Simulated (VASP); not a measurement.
Here is a VASP 6.6.1 calculation.

File INCAR:

```
ALGO = Normal
EDIFF = 1E-6
ENCUT = 520
GGA = PS
ISIF = 2
ISMEAR = -1
ISPIN = 2
LASPH = True
LCHARG = True
LELF = True
LORBIT = 11
LREAL = Auto
LVHAR = True
LWAVE = False
MAGMOM = 0 0 0 0 0 0 0 0 0 0 0 0 0 0 0 0 0 0 0.27
NBANDS = 58
NELM = 150
PREC = Accurate
SIGMA = 0.02
```

Contents of KPOINTS:

```
k-points
0
Gamma
  2 2 1
```

POSCAR

```
C18N
1.0
    7.3980000000      0.0000000000      0.0000000000
   -3.6990000000      6.4068560000      0.0000000000
    0.0000000000      0.0000000000     12.0000000000
C N
18 1
Direct
    0.0017891910     -0.0075419207      0.0996784167
    0.2234286094      0.1188472162      0.0739888333
   -0.0052674392      0.3264278142      0.0842600000
    0.2190116404      0.4434655625      0.0728115833
   -0.0077164494      0.6566103562      0.0768699167
    0.2125058870      0.7682315632      0.0818027500
    0.3188115674     -0.0074147132      0.0992367500
    0.5501659015      0.1073190969      0.0978780833
    0.3349360558      0.3419683539      0.0638671667
    0.5524188633      0.4434446474      0.0726810833
    0.3291670047      0.6651071914      0.0800018333
    0.5510965493      0.7741998572      0.0873399167
    0.6629899960     -0.0020410947      0.0978529167
    0.8851646205      0.1073554642      0.0980540000
    0.6596900224      0.3264395204      0.0841201667
    0.8812760547      0.4345640046      0.0804075000
    0.6638731795      0.6650694194      0.0799032500
    0.8836299143      0.7681105990      0.0817567500
    1.1888829653      1.0512593072      0.1924888333
```

Potentials or basis: VASP PAW PBE potentials, release 64 (C, N).

Launch:

```console
$ cat potpaw_PBE.64/C/POTCAR potpaw_PBE.64/N/POTCAR > POTCAR
$ mpirun -np 1 vasp_std > vasp.out
```

Predict the band gap on the k mesh.

0.33 eV, indirect (least direct gap 0.40 eV).

Estimate the site moments.

C -0.01, +0.03, -0.02, +0.06, -0.03, +0.11, +0.08, +0.07, +0.09, +0.01; N +0.14 μB.

Forces in eV/Å, atoms in the order of the input:
```
C   -0.057 -0.016 -0.003
C    0.014  0.050 -0.166
C    0.007  0.000 -0.012
C   -0.007  0.002 -0.002
C   -0.007  0.001  0.001
C   -0.007  0.001 -0.007
C    0.068 -0.026 -0.018
C   -0.019  0.002  0.015
C    0.013  0.004 -0.023
C    0.000 -0.005 -0.006
C    0.006 -0.001  0.007
C   -0.008  0.004  0.009
C    0.000 -0.011 -0.023
C    0.018  0.000  0.021
C   -0.003  0.004 -0.012
C   -0.002  0.001  0.010
C   -0.003  0.000  0.008
C    0.005  0.006 -0.004
N   -0.019 -0.017  0.206
```

Caveat: the k mesh is coarse (spacing up to 0.49 Å⁻¹), so the values aren't converged; the PAW data sets were made with another functional, which shifts forces and pressure a little.
